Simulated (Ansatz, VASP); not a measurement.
**Two plane-wave programs on Fe**

```
Fe
1.0
     2.45900    0.00000    0.00000
    -1.22950    2.12956    0.00000
     0.00000    0.00000    2.37469
Fe
1
Direct
  0.00000 0.00000 0.00000
```

Alike in both runs: functional PBE; k mesh 9 × 9 × 8; occupations gaussian, width 0.1 eV; collinear spin.

Ansatz relaxed the structure, and its values are those at the end. VASP's run is a single point on that final structure, the one shown.

```csv
,VASP,Ansatz
version,VASP 6.6.1,Ansatz 0.2.0
potentials or method,"VASP PAW PBE potentials, release 64 (Fe)","scalar-relativistic, plane waves, PAW"
plane-wave cutoff (eV),520,420
valence electrons in the cell,8,16
```

```csv
,VASP,Ansatz,Ansatz less VASP
gap on the k mesh at the Fermi level (eV),none,none,-
pressure (GPa),0.1,0.1,+0.02
net moment per atom (μB),2.27,2.24,-0.028
size of the moment on the site where the two differ most (μB),2.26,2.23,-0.031
```

Site moments also hang on the region over which each program counts them. A gap of «none» marks a metal or a gap that the smearing closes. The two sets of potentials don't hold the same shells in valence.
